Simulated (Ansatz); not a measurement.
The system is LiCl.

```
CELL_PARAMETERS angstrom
0.00000 2.56477 2.56477
2.56477 0.00000 2.56477
2.56477 2.56477 0.00000
ATOMIC_POSITIONS crystal
Cl 0.50000 0.50000 0.50000
Li 0.00000 0.00000 0.00000
```

Base run:

| Quantity | Value |
| --- | --- |
| Program | Ansatz 0.2.0 |
| Functional | PBEsol |
| Potentials or basis | Ansatz PAW |
| Cutoff | 420 eV (not typed: the program's choice for these potentials) |
| k mesh | 9 × 9 × 9 |
| Occupations | fermi-dirac, width 0.05 eV |
| Spin | no spin polarisation |

Its results: band gap on the k mesh 6.13 eV, direct; pressure -1.2 GPa.

Problem. The run is repeated on the same cell with these changes: functional from PBEsol to PBE. What comes out?

Solution. Band gap on the k mesh 6.33 eV, direct; pressure 0.4 GPa.

PBE binds less tightly than PBEsol, so the same cell stands under more pressure.

Caveats: the PAW data sets come from PBE, with cores solved anew for the run's functional, which leaves a small shift of forces and pressure (some runs).
